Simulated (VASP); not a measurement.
A run of VASP 6.6.1 is set up as follows.

The input INCAR:

```
SYSTEM = Cu
  ALGO = Normal
  EDIFF = 1E-6
  ENCUT = 520
  GGA = PS
  ISIF = 2
  ISMEAR = 0
  LASPH = .True.
  LCHARG = .True.
  LELF = .True.
  LREAL = .False.
  LVHAR = .True.
  LWAVE = .False.
  NBANDS = 18
  NELM = 100
  PREC = Accurate
  SIGMA = 0.1
```

KPOINTS

```
k-points
0
Gamma
  8 8 8
  0 0 0
```

Contents of POSCAR:

```
Cu
1.0
    0.0000000000      2.0795803023      4.4932673230
    1.2714614496      0.0000000000      4.4932673230
    1.2714614496      2.0795803023      0.0000000000
Cu
2
Direct
    0.1324082749      0.1324082749      0.8675917251
    0.8675917251      0.8675917251      0.1324082749
```

Potentials or basis: VASP PAW PBE potentials, release 64 (Cu).

Run with:

```sh
$ cat potpaw_PBE.64/Cu/POTCAR > POTCAR
$ mpirun -np 1 vasp_std > vasp.out
```

(1) Predict the pressure.

(2) What does it give for the band gap on the k mesh?

Results:

(1) 0.7 GPa.

(2) none (metal or under the smearing width).

Caveat: the k mesh is coarse (spacing up to 0.37 Å⁻¹), so the values aren't converged; the PAW data sets were made with another functional, which shifts forces and pressure a little.
